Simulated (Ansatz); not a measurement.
Bi: equation of state with PBEsol

Crystal: Bi.

```
CELL_PARAMETERS angstrom
-4.44975 4.44975 2.06563
4.44975 -4.44975 2.06563
4.44975 4.44975 -2.06563
ATOMIC_POSITIONS crystal
Bi 0.14566 0.35434 0.50000
Bi 0.85434 0.64566 0.50000
Bi 0.64566 0.14566 0.79131
Bi 0.35434 0.85434 0.20869
```

This isn't the form of Bi at room conditions, which is rhombohedral.

```
Program             : Ansatz 0.2.0
Task                : equation of state
Functional          : PBEsol
Potentials or basis : all-electron LAPW, scalar-relativistic
Basis error allowed : 0.001 eV/atom
k mesh              : 7 × 7 × 7
Occupations         : fermi-dirac, width 0.05 eV
Spin                : no spin polarisation
```

```
Equilibrium volume                        : 39.04 Å³/atom
Bulk modulus at fixed shape and positions : 42 GPa
Pressure derivative of the bulk modulus   : 4.4
```

Energy against volume, from the lowest point:
| volume (Å³/atom) | energy (meV/atom) |
| --- | --- |
| 38.446 | 1.05 |
| 39.264 | 0.00 |
| 40.082 | 3.34 |
| 40.900 | 10.61 |
| 41.718 | 21.37 |
| 42.536 | 35.23 |
| 43.354 | 51.92 |

All runs of the series together: 84 s on 2 threads of AMD EPYC 9R45 96-Core Processor (Zen 5), on a shared host.

Caveat: the cell was scaled at fixed shape and fractional positions, which overstates the stiffness of a crystal with free parameters, most of all of layers and chains.
